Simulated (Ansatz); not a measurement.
**Si: a Si atom hops into a vacancy**

Aim: the barrier for Si15 to jump 2.35 Å into the empty Si site beside it, in a 2×2×2 supercell of Si with one Si atom removed. The band relaxes its own ends first.

Program: Ansatz 0.2.0. Level of theory: DFT PBE, plane waves, PAW, scalar-relativistic, no spin polarisation. These are calculated values, not measurements.

**1. The structure to begin with**

The cell holds 15 atoms (Si15): a = 7.662 Å, b = 7.662 Å, c = 7.662 Å, α = 60.00°, β = 60.00°, γ = 60.00°.

The empty site lies at (6.80, 6.78, 6.75) Å, and Si15 starts at (5.40, 5.46, 5.41) Å. All atoms were shaken by about 0.02 Å to break the symmetry.

As a file:

```
CELL_PARAMETERS angstrom
0.00000 5.41761 5.41761
5.41761 0.00000 5.41761
5.41761 5.41761 0.00000
ATOMIC_POSITIONS crystal
Si 0.99680 0.99757 0.00336
Si 0.13062 0.12404 0.12252
Si 0.00092 0.00195 0.49992
Si 0.12389 0.12518 0.62630
Si 0.00078 0.51042 0.99952
Si 0.12487 0.62387 0.12512
Si 0.00147 0.50327 0.50409
Si 0.11971 0.62179 0.62897
Si 0.49866 0.00449 0.99880
Si 0.62207 0.12341 0.12763
Si 0.49744 0.00656 0.49926
Si 0.62082 0.12572 0.62702
Si 0.49750 0.50080 0.00114
Si 0.62637 0.62380 0.12432
Si 0.50437 0.49448 0.50276
```

**2. Relaxing the ends and the band**

crystal.atoms is the first end and neb.final_atoms the second, which differs in Si15 alone.

Input file input.yaml:

```yaml
crystal:
  lattice:
    - [0.0, 5.417612, 5.417612]
    - [5.417612, 0.0, 5.417612]
    - [5.417612, 5.417612, 0.0]
  atoms:
    - { symbol: Si, position: [-0.00320246, -0.00242566, 0.00335988] }
    - { symbol: Si, position: [0.13061588, 0.12403607, 0.12252033] }
    - { symbol: Si, position: [0.00091535, 0.00195491, 0.49992456] }
    - { symbol: Si, position: [0.12388682, 0.12517863, 0.62630312] }
    - { symbol: Si, position: [0.00077769, 0.51041619, -0.00047729] }
    - { symbol: Si, position: [0.12487187, 0.62386608, 0.12511793] }
    - { symbol: Si, position: [0.00147269, 0.50326952, 0.50409137] }
    - { symbol: Si, position: [0.11970717, 0.62178951, 0.62897046] }
    - { symbol: Si, position: [0.49865967, 0.00449176, -0.00119581] }
    - { symbol: Si, position: [0.62206865, 0.12340547, 0.12762575] }
    - { symbol: Si, position: [0.49743754, 0.00656401, 0.49926166] }
    - { symbol: Si, position: [0.62081734, 0.1257241, 0.62702072] }
    - { symbol: Si, position: [0.49749561, 0.50080369, 0.00113638] }
    - { symbol: Si, position: [0.62636952, 0.62380128, 0.12432145] }
    - { symbol: Si, position: [0.50437041, 0.49448344, 0.50276112] }
kpoints:
  mp_grid: { grid: [2, 2, 2] }
magnetization:
  spin_polarized: false
scf:
  occupations: { method: gaussian, width: 0.1 }
hamiltonian:
  pseudopotentials: { kind: paw }
  xc: pbe
basis:
  ecutwfc: 420
neb:
  images: 3
  relax_end_points: true
  climbing: true
  f_tol: 0.1
  max_iterations: 40
  order_check: false
  final_atoms:
    - { symbol: Si, position: [-0.00320246, -0.00242566, 0.00335988] }
    - { symbol: Si, position: [0.13061588, 0.12403607, 0.12252033] }
    - { symbol: Si, position: [0.00091535, 0.00195491, 0.49992456] }
    - { symbol: Si, position: [0.12388682, 0.12517863, 0.62630312] }
    - { symbol: Si, position: [0.00077769, 0.51041619, -0.00047729] }
    - { symbol: Si, position: [0.12487187, 0.62386608, 0.12511793] }
    - { symbol: Si, position: [0.00147269, 0.50326952, 0.50409137] }
    - { symbol: Si, position: [0.11970717, 0.62178951, 0.62897046] }
    - { symbol: Si, position: [0.49865967, 0.00449176, -0.00119581] }
    - { symbol: Si, position: [0.62206865, 0.12340547, 0.12762575] }
    - { symbol: Si, position: [0.49743754, 0.00656401, 0.49926166] }
    - { symbol: Si, position: [0.62081734, 0.1257241, 0.62702072] }
    - { symbol: Si, position: [0.49749561, 0.50080369, 0.00113638] }
    - { symbol: Si, position: [0.62636952, 0.62380128, 0.12432145] }
    - { symbol: Si, position: [0.62152008, 0.62459466, 0.6308696] }
```

On the command line:

```bash
$ ansatz run input.yaml --threads 4 --pin off --max-ram 8192MiB --backend cpu --events-out ev --progress --plain --runs-dir out
```

What it wrote, shortened:

```text
Warning: neb: disabling space-group detection — the band's intermediate images generally break the endpoint symmetry, so no spatial operation reduces the k-mesh or symmetrises the density, except that a semilocal band can use its path's symmetry ahead of convergence; time reversal is [...]
Warning: RAYON_NUM_THREADS=4 ignored (pool sized by the plan → 4); use --threads N
[...]
Pseudopotentials: kind: paw
Pseudopotential: Si, paw, valence charge 4, recommended cutoff 420 eV (normal), Si.paw.azcp
Functional definition: PBE
[...]
parallel-image band execution: 3 concurrent image workers
NEB image 0
Crystal: 15 atoms, lattice volume = 318.019 Å³
Basis set: ecut = 420 eV, 6183 PW (Γ), exchange–correlation on 108×108×108 points (8 copies of the dense FFT grid, shifted against one another)
Bands: 45, of which v1, the nominal top of the filled ones, is band 30 counted from 1 (29 counted from 0)
Symmetry: 1 space group operations
k-points: 8
[...]
SCF iter   1: F=—  HF=-9533.267748 eV  |F-HF|=—  |Δ(HF+E_count)|=         —  Δρ=2.50e-3  dr2=9.09e-2  ethr=1.77e-3  ⟨swp⟩=11.2  Hψ=2200  notcnv=0  defer=4
[...]
NSCF: frozen V_eff on 8 k-points
NEB image 4
[...]
NSCF: frozen V_eff on 8 k-points
NEB end point (image 0): max|allowed force component| = 1.104e0 eV/Å (the criterion of neb.relax_end_points is 2.000e-2)
NEB end point (image 4): max|allowed force component| = 9.997e-1 eV/Å (the criterion of neb.relax_end_points is 2.000e-2)
NEB image 0, for its relaxation
[...]
NEB image 0, for its relaxation
[...]
NEB image 0, for its relaxation
[...]
NEB image 0, for its relaxation
SCF iter   1: F=—  HF=-9533.447978 eV  |F-HF|=—  |Δ(HF+E_count)|=         —  Δρ=6.22e-4  dr2=1.27e-3  ethr=3.81e-5  ⟨swp⟩=4.6  Hψ=968  notcnv=0  defer=47
```

**3. More of the same log**

Output, continued, shortened:

```text
[...]
SCF iter   2: F=—  HF=-9533.447842 eV  |F-HF|=—  |Δ(HF+E_count)|=   1.36e-4  Δρ=3.46e-4  dr2=3.17e-4  ethr=2.11e-6  ⟨swp⟩=1.0  Hψ=424  notcnv=0  defer=47
[...]
NEB image 0
[...]
NSCF: frozen V_eff on 8 k-points
NEB end point (image 0): relaxed in 20 SCF iterations, 0.199405 eV lower, largest move of an atom 0.079 Å; not tested for a saddle point
NEB image 4, for its relaxation
[...]
NEB image 4, for its relaxation
[...]
NEB image 4, for its relaxation
[...]
NEB image 4
[...]
NSCF: frozen V_eff on 8 k-points
NEB end point (image 4): relaxed in 15 SCF iterations, 0.189090 eV lower, largest move of an atom 0.083 Å; not tested for a saddle point
NEB image 1
[...]
NEB image 2
[...]
NEB image 3
[...]
NEB iter   1: max|band force component| = 5.371e-1 eV/Å  barrier→ = 0.8487 eV  barrier← = 0.8485 eV  Δτ_max = 0.0778 Å  (40 SCF iters)
NEB image 1
[...]
NEB image 2
[...]
SCF iter   1: F=—  HF=-9532.653029 eV  |F-HF|=—  |Δ(HF+E_count)|=         —  Δρ=1.46e-3  dr2=2.16e-2  ethr=3.26e-5  ⟨swp⟩=2.8  Hψ=1696  notcnv=0
[...]
```

**4. The output, continued**

The log, continued, shortened:

```text
SCF iter   2: F=—  HF=-9532.649435 eV  |F-HF|=—  |Δ(HF+E_count)|=   3.59e-3  Δρ=5.94e-4  dr2=1.54e-3  ethr=3.26e-5  ⟨swp⟩=2.0  Hψ=442  notcnv=0
[...]
NEB image 3
[...]
NEB iter   2: max|band force component| = 1.451e-1 eV/Å  barrier→ = 0.7986 eV  barrier← = 0.7985 eV  CI = image 2  Δτ_max = 0.0249 Å  (21 SCF iters)
[...]
NEB iter   3: max|band force component| = 3.254e-2 eV/Å  barrier→ = 0.7849 eV  barrier← = 0.7847 eV  CI = image 2  Δτ_max = 0.0000 Å  (18 SCF iters)
SCF converged after 6 iterations
Free energy (F): -9532.662919 eV
[...]
E sigma→0 (E₀):  -9532.646040 eV
Entropy (-TS):   -0.033759 eV (-2.251 meV/atom)
Fermi energy:    5.724552 eV
[...]
--- Forces (eV/Å), atoms counted from 1 ---
  atom   1  Si    -0.00988441    -0.00804261    -0.00702771
  atom   2  Si     0.01025364     0.00853674     0.00722137
  atom   3  Si     0.00187566     0.00076879    -0.02703984
[...]
    - { symbol: Si, position: [-0.001003799690749263, 0.50197059913389, 0.0009875304146277353] }
    - { symbol: Si, position: [0.1243775164100902, 0.6250952027015007, 0.12629552760714213] }
    - { symbol: Si, position: [-0.009775741087697853, 0.5018152717475556, 0.5018822005136919] }
    - { symbol: Si, position: [0.1331881776437403, 0.6251945716624692, 0.6254451312943153] }
    - { symbol: Si, position: [0.5000876384435443, 0.0007984809316310126, 0.0009985743921345214] }
    - { symbol: Si, position: [0.6231837058615262, 0.12621323332510287, 0.12627901817536363] }
    - { symbol: Si, position: [0.4998661514653731, -0.008077419660698582, 0.5018381657093679] }
    - { symbol: Si, position: [0.6233317588969312, 0.13470481374062832, 0.625447784938132] }
    - { symbol: Si, position: [0.49995565894179816, 0.5017814205700484, -0.0077140945540039585] }
    - { symbol: Si, position: [0.6234254216382116, 0.6252108172452389, 0.13539531965784735] }
    - { symbol: Si, position: [0.5617249804237447, 0.5636258164976786, 0.5634525560988414] }
```

It took 37 s on 4 threads of Arm Neoverse V1, shared host; peak memory 1.1 GiB.

**5. The band, image by image**

Images 0 and 4 are the ends. Energies count from image 0; the path length is the program's own measure over all atoms.

```
image  path (Å)  energy (eV)  Si11–Si15 (Å)  Si12–Si15 (Å)  Si7–Si15 (Å)  Si8–Si15 (Å)  Si15 x y z (Å)  band force (eV/Å)
    0     0.000       0.0000           3.76           2.36          3.76          2.36  5.45 5.45 5.44                  -
    1     0.597       0.1799           3.40           2.50          3.40          2.50  5.77 5.77 5.76              0.033
   2*     1.194       0.7849           2.89           2.89          2.89          2.89  6.11 6.10 6.10              0.030
    3     1.793       0.1794           2.50           3.40          2.50          3.40  6.44 6.43 6.43              0.032
    4     2.390       0.0002           2.36           3.76          2.36          3.76  6.76 6.74 6.75                  -
```

The star marks the climbing image.

image, energy (eV) and a bar:
```
        0      0.000 
        1      0.180 #######
        2      0.785 ##############################
        3      0.179 #######
        4      0.000
```

The top of the band by iteration:

```
iteration  highest image above image 0 (eV)  largest band force (eV/Å)
        1                            0.8487                      0.537
        2                            0.7986                      0.145
        3                            0.7849                      0.033
```

Positions of all images (Å):

```xyz
15
Lattice="0.000 5.418 5.418 5.418 0.000 5.418 5.418 5.418 0.000" Properties=species:S:1:pos:R:3 pbc="T T T" image=0 dE=0.0000
Si    0.009    0.001    0.002
Si    1.365    1.356    1.357
Si    2.720    2.713    0.003
Si    4.075    4.064    1.358
Si    2.722    0.001    2.710
Si    4.076    1.354    4.064
Si    5.459    2.686    2.689
Si    6.786    4.069    4.067
Si    0.007    2.713    2.708
Si    1.360    4.064    4.064
Si    2.691    5.444    2.687
Si    4.070    6.779    4.063
Si    2.692    2.682    5.441
Si    4.072    4.065    6.770
Si    5.452    5.450    5.442
15
Lattice="0.000 5.418 5.418 5.418 0.000 5.418 5.418 5.418 0.000" Properties=species:S:1:pos:R:3 pbc="T T T" image=1 dE=0.1799
Si    0.000   -0.010   -0.010
Si    1.355    1.346    1.345
Si    2.701    2.692   -0.029
Si    4.053    4.043    1.329
Si    2.702   -0.028    2.692
Si    4.053    1.330    4.043
Si    5.403    2.738    2.737
Si    6.756    4.141    4.139
Si   -0.019    2.693    2.691
Si    1.339    4.044    4.043
Si    2.746    5.393    2.736
Si    4.149    6.747    4.139
Si    2.746    2.738    5.393
Si    4.149    4.141    6.746
Si    5.774    5.766    5.765
15
Lattice="0.000 5.418 5.418 5.418 0.000 5.418 5.418 5.418 0.000" Properties=species:S:1:pos:R:3 pbc="T T T" image=2 dE=0.7849
Si    0.010   -0.001   -0.001
Si    1.368    1.358    1.357
Si    2.724    2.714   -0.001
Si    4.071    4.060    1.357
Si    2.725    0.000    2.714
Si    4.071    1.358    4.060
Si    5.438    2.666    2.666
Si    6.775    4.110    4.109
Si    0.010    2.715    2.714
Si    1.368    4.060    4.060
Si    2.675    5.427    2.664
Si    4.118    6.765    4.107
Si    2.677    2.667    5.427
Si    4.121    4.111    6.765
Si    6.106    6.096    6.097
15
Lattice="0.000 5.418 5.418 5.418 0.000 5.418 5.418 5.418 0.000" Properties=species:S:1:pos:R:3 pbc="T T T" image=3 dE=0.1794
Si    0.023    0.011    0.011
Si    1.378    1.367    1.366
Si    2.743    2.731    0.027
Si    4.094    4.082    1.385
Si    2.743    0.028    2.731
Si    4.094    1.386    4.083
Si    5.457    2.635    2.635
Si    6.810    4.038    4.037
Si    0.039    2.732    2.731
Si    1.397    4.082    4.082
Si    2.646    5.446    2.634
Si    4.048    6.800    4.035
Si    2.646    2.635    5.446
Si    4.050    4.039    6.799
Si    6.438    6.427    6.427
15
Lattice="0.000 5.418 5.418 5.418 0.000 5.418 5.418 5.418 0.000" Properties=species:S:1:pos:R:3 pbc="T T T" image=4 dE=0.0002
Si    0.013    0.000   -0.002
Si    1.367    1.356    1.354
Si    2.722    2.705   -0.004
Si    4.075    4.060    1.350
Si    2.717    0.003    2.714
Si    4.073    1.358    4.067
Si    5.427    2.708    2.709
Si    6.754    4.089    4.090
Si    0.017    2.713    2.708
Si    1.372    4.064    4.064
Si    2.725    5.414    2.707
Si    4.107    6.745    4.082
Si    2.723    2.713    5.425
Si    4.105    4.099    6.751
Si    6.759    6.744    6.750
```

**6. Results**

| quantity | value |
| --- | --- |
| relaxation of the ends | 0.199 eV lower, moves up to 0.08 Å; 0.189 eV lower, moves up to 0.08 Å |
| barrier forwards | 0.78 eV |
| barrier backwards | 0.78 eV |
| second end relative to first | 0.000 eV |
| highest image | 2 of 0 to 4, climbing |
| band iterations | 3 |

What this shows: The top lies 0.78 eV above the first end, or 30 kT at room temperature, which at an assumed attempt frequency of 10^13 s⁻¹ means a rate near 10^0 s⁻¹. The ends differ by 1 meV at most. The input switches the test of curvatures off, so the top was not shown to be a first-order saddle. The top still moved by 14 meV in the last iteration, which bounds the digits to trust. The cell of 15 atoms is small, so the barrier is not converged with size. The k-mesh is coarse for this cell.
